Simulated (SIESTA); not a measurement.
The system is Ga2O3.

```
CELL_PARAMETERS angstrom
6.10700 -1.51855 0.00000
6.10700 1.51855 0.00000
-1.38599 0.00000 5.63001
ATOMIC_POSITIONS crystal
Ga 0.34134 0.34134 0.68598
Ga 0.65866 0.65866 0.31402
Ga 0.90950 0.90950 0.20540
Ga 0.09050 0.09050 0.79460
O 0.50410 0.50410 0.74340
O 0.49590 0.49590 0.25660
O 0.82670 0.82670 0.43680
O 0.17330 0.17330 0.56320
O 0.83550 0.83550 0.89020
O 0.16450 0.16450 0.10980
```

Base run:

| Item | Value |
| --- | --- |
| Program | SIESTA 5.4.2 |
| Functional | PBEsol |
| Potentials or basis | PseudoDojo 0.4 standard (PBEsol files) |
| Basis | DZP (energy shift 0.003 Ry; two zetas on semicore shells) |
| Grid cutoff | 800 Ry |
| Energy shift | 0.003 Ry |
| k mesh | 9 × 9 × 5 |
| Occupations | fermi-dirac, width 0.05 eV |
| Spin | no spin polarisation |

Its results: band gap on the k mesh 2.26 eV, indirect (least direct gap 2.28 eV); pressure 5.4 GPa; largest force 0.310 eV/Å.

Question: The run is repeated on the same cell with these changes: functional from PBEsol to LDA; potentials or basis from PseudoDojo 0.4 standard (PBEsol files) to PseudoDojo 0.4 standard (LDA files). What comes out?

Answer: Band gap on the k mesh 2.26 eV, indirect (least direct gap 2.29 eV); pressure -1.3 GPa; largest force 0.147 eV/Å.

Caveats: the basis of atomic orbitals isn't converged, which shifts pressures, moduli and gaps.

Not every run made on this cell is shown here.
